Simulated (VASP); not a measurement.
# GaN (Fm-3m) in VASP: a series of runs

One crystal, GaN, is run at these levels: PBEsol; tasks: single point.

Program: VASP 6.6.1. These are calculated values, not measurements. Logs are shortened: lines on timing, memory, paths and dates and some standing lists are left out, and cuts for length are marked.

### 1 Starting point

It takes space group Fm-3m (No. 225, cubic). Conventional cell: a = 4.270 Å, b = 4.270 Å, c = 4.270 Å, α = 90.00°, β = 90.00°, γ = 90.00°. Around Ga (site symmetry m-3m) lie 6 N at 2.14 Å. Around N (site symmetry m-3m) lie 6 Ga at 2.14 Å.

Measurements of this composition are mostly on another form, of space group No. 186.

### 2 Single point, PBEsol

Contents of INCAR:

```
ALGO = Normal ; EDIFF = 1E-6
ENCUT = 520 ; GGA = PS
ISIF = 2 ; ISMEAR = 0
LASPH = True ; LCHARG = False
LREAL = False ; LWAVE = False
NBANDS = 16 ; NELM = 60
PREC = Accurate ; SIGMA = 0.03
```

Contents of KPOINTS:

```
k-points
0
Gamma
  16 16 16
```

Contents of POSCAR:

```
GaN
1.0
    0.0000000000      2.1352350000      2.1352350000
    2.1352350000      0.0000000000      2.1352350000
    2.1352350000      2.1352350000      0.0000000000
Ga N
1 1
Direct
    0.0000000000      0.0000000000      0.0000000000
    0.5000000000      0.5000000000      0.5000000000
```

Potentials or basis: VASP PAW PBE potentials, release 64 (Ga_d, N).

Run with:

```
$ cat potpaw_PBE.64/Ga_d/POTCAR potpaw_PBE.64/N/POTCAR > POTCAR
$ mpirun -np 1 vasp_std > vasp.out
```

OUTCAR:

```text
EDIFF = 1E-6
   ENCUT = 520
   GGA = PS
   ISIF = 2
   ISMEAR = 0
   LASPH = True
   LREAL = False
   NELM = 60
   PREC = Accurate

 ion  position               nearest neighbor table
   1  0.000  0.000  0.000-   2 2.14   2 2.14   2 2.14   2 2.14   2 2.14   2 2.14
   2  0.500  0.500  0.500-   1 2.14   1 2.14   1 2.14   1 2.14   1 2.14   1 2.14

  LATTYP: Found a face centered cubic cell.
 ALAT       =     4.2704700000

  Lattice vectors:

 A1 = (   0.0000000000,   2.1352350000,   2.1352350000)
 A2 = (   2.1352350000,   0.0000000000,   2.1352350000)
 A3 = (   2.1352350000,   2.1352350000,   0.0000000000)

Analysis of symmetry for initial positions (statically):
=====================================================================
 Subroutine PRICEL returns:
 Original cell was already a primitive cell.

 Routine SETGRP: Setting up the symmetry group for a
 face centered cubic supercell.

 Subroutine GETGRP returns: Found 48 space group operations
 (whereof 48 operations were pure point group operations)
 out of a pool of 48 trial point group operations.

The static configuration has the point symmetry O_h .

Analysis of symmetry for dynamics (positions and initial velocities):
=====================================================================
 Subroutine PRICEL returns:
 Original cell was already a primitive cell.

 Routine SETGRP: Setting up the symmetry group for a
 face centered cubic supercell.

 Subroutine GETGRP returns: Found 48 space group operations
 (whereof 48 operations were pure point group operations)
 out of a pool of 48 trial point group operations.

The dynamic configuration has the point symmetry O_h .

 Subroutine INISYM returns: Found 48 space group operations
 (whereof 48 operations are pure point group operations),
 and found     1 'primitive' translations

----------------------------------------------------------------------------------------

                                     Primitive cell

  volume of cell :      19.4700

  direct lattice vectors                    reciprocal lattice vectors
     0.000000000  2.135235000  2.135235000    -0.234166263  0.234166263  0.234166263
     2.135235000  0.000000000  2.135235000     0.234166263 -0.234166263  0.234166263
     2.135235000  2.135235000  0.000000000     0.234166263  0.234166263 -0.234166263

  length of vectors
     3.019678296  3.019678296  3.019678296     0.405587864  0.405587864  0.405587864

  position of ions in fractional coordinates (direct lattice)
     0.000000000  0.000000000  0.000000000
     0.500000000  0.500000000  0.500000000

  ion indices of the primitive-cell ions
   primitive index   ion index
                 1           1
                 2           2

----------------------------------------------------------------------------------------

 KPOINTS: k-points

Automatic generation of k-mesh.
 Grid dimensions read from file:
 generate k-points for:   16   16   16

 Generating k-lattice:

  Cartesian coordinates                     Fractional coordinates (reciprocal lattice)
    -0.014635391  0.014635391  0.014635391     0.062500000  0.000000000  0.000000000
     0.014635391 -0.014635391  0.014635391     0.000000000  0.062500000  0.000000000
     0.014635391  0.014635391 -0.014635391     0.000000000  0.000000000  0.062500000

  Length of vectors
     0.025349242  0.025349242  0.025349242

  Shift w.r.t. Gamma in fractional coordinates (k-lattice)
     0.000000000  0.000000000  0.000000000

 Subroutine IBZKPT returns following result:
 ===========================================

 Found    145 irreducible k-points:

 Following reciprocal coordinates:
            Coordinates               Weight
  0.000000  0.000000  0.000000      1.000000
  0.062500  0.000000  0.000000      8.000000
  0.125000  0.000000  0.000000      8.000000
  0.187500  0.000000  0.000000      8.000000
  0.250000  0.000000  0.000000      8.000000
  0.312500  0.000000  0.000000      8.000000
[... 16 lines left out ...]
 -0.125000  0.062500  0.000000     24.000000
 -0.062500  0.062500  0.000000     12.000000
 [... further k-points ...]
   k-points           NKPTS =    145   k-points in BZ     NKDIM =    145   number of bands    NBANDS=     16
   number of dos      NEDOS =    301   number of ions     NIONS =      2
   total plane-waves  NPLWV =  13824
   dimension x,y,z NGX =    24 NGY =   24 NGZ =   24
   dimension x,y,z NGXF=    48 NGYF=   48 NGZF=   48
   ions per type =               1   1
   NGX,Y,Z   is equivalent  to a cutoff of  13.21, 13.21, 13.21 a.u.
   NGXF,Y,Z  is equivalent  to a cutoff of  26.43, 26.43, 26.43 a.u.
 SYSTEM =  unknown system
   PREC   = accura    normal or accurate (medium, high low for compatibility)
   ISTART =      0    job   : 0-new  1-cont  2-samecut
   ICHARG =      2    charge: 1-file 2-atom 10-const
   ISPIN  =      1    spin polarized calculation?
   LNONCOLLINEAR =      F non collinear calculations
   LSORBIT =      F    spin-orbit coupling
   LASPH  =      T    aspherical Exc in radial PAW
   ENCUT  =  520.0 eV  38.22 Ry    6.18 a.u.   5.61  5.61  5.61*2*pi/ulx,y,z
   NELM   =     60;   NELMIN=  2; NELMDL= -5     # of ELM steps
   EDIFF  = 0.1E-05   stopping-criterion for ELM
   LREAL  =      F    real-space projection
[... 7 lines left out ...]
   TEBEG  =    0.0;   TEEND  =   0.0 temperature during run
   PSTRESS=    0.0 pullay stress
   NELECT =      18.0000    total number of electrons
   NUPDOWN=      -1.0000    fix difference up-down
   EMIN   =  10.00;   EMAX   =-10.00  energy-range for DOS
   EFERMI =   0.00;   METHOD = LEGACY
   ISMEAR =     0;   SIGMA  =   0.03  broadening in eV -4-tet -1-fermi 0-gaus
   EFERMI_NEDOS =   21; number of points for ismear=-14 and -15
   IALGO  =     38    algorithm
   IMIX   =      4    mixing-type and parameters
     AMIX     =   0.40;   BMIX     =  1.00
     AMIX_MAG =   1.60;   BMIX_MAG =  1.00
  volume/ion in A,a.u.               =       9.74        65.70
  Fermi-wavevector in a.u.,A,eV,Ry     =   1.594814  3.013761 34.605481  2.543431
  Thomas-Fermi vector in A             =   2.692830
   LORBIT       =      0    0 simple, 1 ext, 2 COOP (PROOUT), +10 PAW based schemes
   GGA     = PS    functional components
   LHFCALC =     F    Hartree Fock is set to
   AEXX    =    0.0000 exact exchange contribution
   IVDW    =     0    specifies the selected vdW correction
   LEPSILON=     F    determine dielectric tensor
   LRPA    =     F    only Hartree local field effects (RPA)
 non-spin polarized calculation
 Gauss-broadening in eV      SIGMA  =   0.03
  energy-cutoff  :      520.00
  volume of cell :       19.47
 maximum number of plane-waves:       544
   NGX = 11   NGY = 11   NGZ = 11

 number of electron      18.0000005 magnetization

 Free energy of the ion-electron system (eV)
  ---------------------------------------------------
  ext. energy  EPLUGINS =         0.00000000
  ---------------------------------------------------
  free energy    TOTEN  =       -12.24547868 eV

  energy without entropy =      -12.24547868  energy(sigma->0) =      -12.24547868

 E-fermi :   7.5751     XC(G=0): -13.1026

 val. band max:        7.3931554978   @ k =  -0.1875   0.1875   0.0000
 cond. band min:       7.7135727447   @ k =   0.5000   0.5000   0.0000
 fundamental gap:      0.3204172469
 Fermi energy:         7.5750700465

 k-point     1 :       0.0000    0.0000    0.0000
  band No.  band energies     occupation
      1      -9.6198      2.00000
      2      -6.5531      2.00000
      3      -6.5531      2.00000
      4      -6.5531      2.00000
      5      -6.4641      2.00000
      6      -6.4641      2.00000
[... 8 lines left out ...]
     15      22.6675      0.00000
     16      22.6675      0.00000

 k-point     2 :       0.0625    0.0000    0.0000
  band No.  band energies     occupation
      1      -9.5452      2.00000
      2      -6.5558      2.00000
      3      -6.5486      2.00000
      4      -6.5486      2.00000
      5      -6.4694      2.00000
      6      -6.4694      2.00000
[... 8 lines left out ...]
     15      22.7483      0.00000
     16      22.7605      0.00000

 k-point     3 :       0.1250    0.0000    0.0000
  band No.  band energies     occupation
      1      -9.3241      2.00000
      2      -6.5636      2.00000
      3      -6.5429      2.00000
      4      -6.5429      2.00000
      5      -6.4778      2.00000
      6      -6.4778      2.00000
[... 8 lines left out ...]
     15      23.1494      0.00000
     16      23.1494      0.00000

 k-point     4 :       0.1875    0.0000    0.0000
  band No.  band energies     occupation
      1      -8.9659      2.00000
      2      -6.5750      2.00000
      3      -6.5586      2.00000
      4      -6.5586      2.00000
      5      -6.4657      2.00000
      6      -6.4657      2.00000
[... 8 lines left out ...]
     15      23.8675      0.00000
     16      23.8675      0.00000

 k-point     5 :       0.2500    0.0000    0.0000
  band No.  band energies     occupation
      1      -8.4892      2.00000
      2      -6.5934      2.00000
      3      -6.5934      2.00000
      4      -6.5878      2.00000
      5      -6.4347      2.00000
      6      -6.4347      2.00000
[... 8 lines left out ...]
     15      24.8598      0.00000
     16      24.8598      0.00000

 k-point     6 :       0.3125    0.0000    0.0000
  band No.  band energies     occupation
      1      -7.9296      2.00000
      2      -6.6320      2.00000
      3      -6.6320      2.00000
      4      -6.5994      2.00000
      5      -6.3994      2.00000
      6      -6.3994      2.00000
[... 8 lines left out ...]
     15      26.0910      0.00000
     16      26.0910      0.00000
[... 267 lines left out ...]
 k-point    21 :      -0.2500    0.0625    0.0000
  band No.  band energies     occupation
      1      -8.2716      2.00000
      2      -6.6143      2.00000
      3      -6.6122      2.00000
      4      -6.5769      2.00000
      5      -6.4431      2.00000
      6      -6.3778      2.00000
[... 8 lines left out ...]
     15      24.3999      0.00000
     16      26.3503      0.00000

 k-point    22 :      -0.1875    0.0625    0.0000
  band No.  band energies     occupation
      1      -8.7655      2.00000
      2      -6.5835      2.00000
      3      -6.5719      2.00000
      4      -6.5658      2.00000
      5      -6.4800      2.00000
      6      -6.4192      2.00000
[... 8 lines left out ...]
     15      23.3428      0.00000
     16      25.3156      0.00000

 k-point    23 :      -0.1250    0.0625    0.0000
  band No.  band energies     occupation
      1      -9.1581      2.00000
      2      -6.5703      2.00000
      3      -6.5463      2.00000
      4      -6.5386      2.00000
      5      -6.5049      2.00000
      6      -6.4491      2.00000
[... 8 lines left out ...]
     15      23.1967      0.00000
     16      24.4726      0.00000

 k-point    24 :      -0.0625    0.0625    0.0000
  band No.  band energies     occupation
      1      -9.4225      2.00000
      2      -6.5613      2.00000
      3      -6.5428      2.00000
      4      -6.5415      2.00000
      5      -6.4900      2.00000
      6      -6.4626      2.00000
[... 8 lines left out ...]
     15      23.1048      0.00000
     16      23.7507      0.00000

 [... further k-points ...]
[... 5 lines left out ...]
  --------------------------------------------------------------------------------------
  -------------------------------------------------------------------------------------
  Total       -0.8775410     -0.8775410     -0.8775410      0.0000000      0.0000000     -0.0000000
  in kB      -72.2122642    -72.2122642    -72.2122642      0.0000000      0.0000000     -0.0000000
  external PRESSURE =     -72.2122642 kB  Pullay stress =       0.0000000 kB

 VOLUME and BASIS-vectors are now :
 -----------------------------------------------------------------------------
  energy-cutoff  :      520.00
  volume of cell :       19.47
      direct lattice vectors                 reciprocal lattice vectors
     0.000000000  2.135235000  2.135235000    -0.234166263  0.234166263  0.234166263
     2.135235000  0.000000000  2.135235000     0.234166263 -0.234166263  0.234166263
     2.135235000  2.135235000  0.000000000     0.234166263  0.234166263 -0.234166263

 POSITION                                       TOTAL-FORCE (eV/Angst)
 -----------------------------------------------------------------------------------
      0.00000      0.00000      0.00000        -0.000000      0.000000      0.000000
      2.13524      2.13524      2.13524         0.000000     -0.000000     -0.000000
 -----------------------------------------------------------------------------------
    total drift:                                0.000000     -0.000000     -0.000000

  FREE ENERGIE OF THE ION-ELECTRON SYSTEM (eV)
  ---------------------------------------------------
  free  energy   TOTEN  =       -12.2454786757 eV

  energy  without entropy=      -12.2454786757  energy(sigma->0) =      -12.24547868
```

It took 41 s on 1 thread of Intel Xeon Platinum 8259CL at 2.50GHz (Skylake/Cascade Lake), shared host; peak memory 0.17 GiB.

What came out:

```yaml
Free_energy: -12.2455 eV
Pressure: -7.2 GPa
Band_gap_on_the_k_mesh: 0.32 eV, indirect (least direct gap 2.37 eV)
```

Caveat: the PAW data sets were made with another functional, which shifts forces and pressure a little. A k mesh can miss the band edges.

### 3 Single point, PBEsol

Contents of INCAR:

```
SYSTEM = GaN
PREC = Accurate ; ENCUT = 520
EDIFF = 1E-7 ; ISMEAR = 0
SIGMA = 0.03 ; LREAL = .FALSE.
LASPH = .TRUE. ; NELM = 60
ALGO = Fast ; ISIF = 2
LWAVE = .FALSE. ; LCHARG = .FALSE.
GGA = PS ; NBANDS = 16
```

Contents of KPOINTS:

```
regular mesh
0
G
  14 14 14
  0 0 0
```

POSCAR is that of step 2.

Potentials or basis: VASP PAW PBE potentials, release 64 (Ga_d, N).

Run with:

```
$ cat potpaw_PBE.64/Ga_d/POTCAR potpaw_PBE.64/N/POTCAR > POTCAR
$ mpirun -np 1 vasp_std > vasp.out
```

It took 40 s on 1 thread of Intel Xeon Platinum 8259CL at 2.50GHz (Skylake/Cascade Lake), shared host; peak memory 0.16 GiB.

Results (log left out):

| Quantity | Value |
| --- | --- |
| Free energy | -12.2455 eV |
| Pressure | -7.2 GPa |
| Band gap on the k mesh | 0.32 eV, indirect (least direct gap 2.37 eV) |

Levels at points of the mesh, in eV from the valence-band top:
| k point | band 6 | band 7 | band 8 | band 9 | band 10 | band 11 | band 12 | band 13 |
| --- | --- | --- | --- | --- | --- | --- | --- | --- |
| (0.00, 0.00, 0.00) | -13.86 | -0.49 | -0.49 | -0.49 | 1.88 | 14.42 | 14.42 | 14.42 |
| (0.50, 0.00, 0.00) | -13.73 | -8.16 | -0.18 | -0.18 | 4.47 | 8.80 | 8.80 | 8.97 |
| (0.50, 0.50, 0.00) | -10.98 | -6.97 | -2.97 | -2.97 | 0.32 | 7.64 | 11.54 | 14.02 |

Caveat: the PAW data sets were made with another functional, which shifts forces and pressure a little. A k mesh can miss the band edges.
